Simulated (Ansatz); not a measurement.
Runs of Ansatz 0.2.0 on HfB2. The structure is hexagonal, space group P6/mmm (No. 191). Conventional cell: a = 3.140 Å, b = 3.140 Å, c = 3.480 Å, α = 90.00°, β = 90.00°, γ = 120.00°. Around Hf (site symmetry 6/mmm) lie 12 B at 2.51 Å. Around B (site symmetry -6m2) lie 3 B at 1.81 Å. 

| task | level | potentials or basis | spin | cell | k mesh | cutoff (eV) | smearing | crystal symmetry | basis error allowed | other keys | mesh quality | gap on the mesh (eV) | pressure (GPa) | moment (μB) | relaxed volume (Å³/atom) |
| --- | --- | --- | --- | --- | --- | --- | --- | --- | --- | --- | --- | --- | --- | --- | --- |
| single point | PBE | all-electron LAPW, scalar-relativistic | off | atoms moved at random, drawn with an rms of 0.05 Å | 10 × 10 × 8 | 305 | fermi-dirac 0.05 eV | - | 0.001 eV/atom | - | not flagged | none | 2.3 | - | - |
| single point | PBE | all-electron LAPW, scalar-relativistic | off | as given | 4 × 4 × 3 | 245 | fermi-dirac 0.04 eV | - | 0.003 eV/atom | - | coarse | none | 1.7 | - | - |
| relaxation of cell and atoms | rPW86-PBE+D4 | all-electron LAPW, scalar-relativistic | off | relaxed | 10 × 10 × 8 | - | fermi-dirac 0.025 eV | - | 0.002 eV/atom | - | not flagged | - | 0.0 | - | (a) |
| relaxation of cell and atoms | SVWN5 | all-electron LAPW, point nuclei | collinear, random start | relaxed | 10 × 10 × 8 | - | fermi-dirac 0.025 eV | - | 0.00025 eV/atom | hamiltonian.pseudopotentials.lapw.basis_error = 0.00025 | not flagged | - | 0.0 | 0.00 | 9.51 |
| single point | PBE | all-electron LAPW, scalar-relativistic | off | as given | 10 × 10 × 8 | 287 | fermi-dirac 0.05 eV | - | 0.001 eV/atom | - | not flagged | none | 1.5 | - | - |
| projected density of states | rPW86-PBE | all-electron PAW datasets made for the crystal | collinear, ferromagnetic start | as given | 10 × 10 × 8 | 400 | fermi-dirac 0.025 eV | detect False | - | crystal.symmetry = detect False | not flagged | - | (b) | 0.00 | - |

Task: Fill in the values left out.

Result: (a) 9.88; (b) 5.8.

Caveats: some runs use coarse meshes; the starting moments weren't kept (some runs); the program warned that the printed levels may be off, so bands, gaps and densities of states are rough (some runs); spin-orbit coupling is left out, which moves the levels of the heavy elements (some runs).

A k mesh can miss the band edges, and the runs leave out spin-orbit coupling on Hf.

A gap of «none» marks a metal or a gap under the smearing width.

The runs don't all hold the same shells in valence.
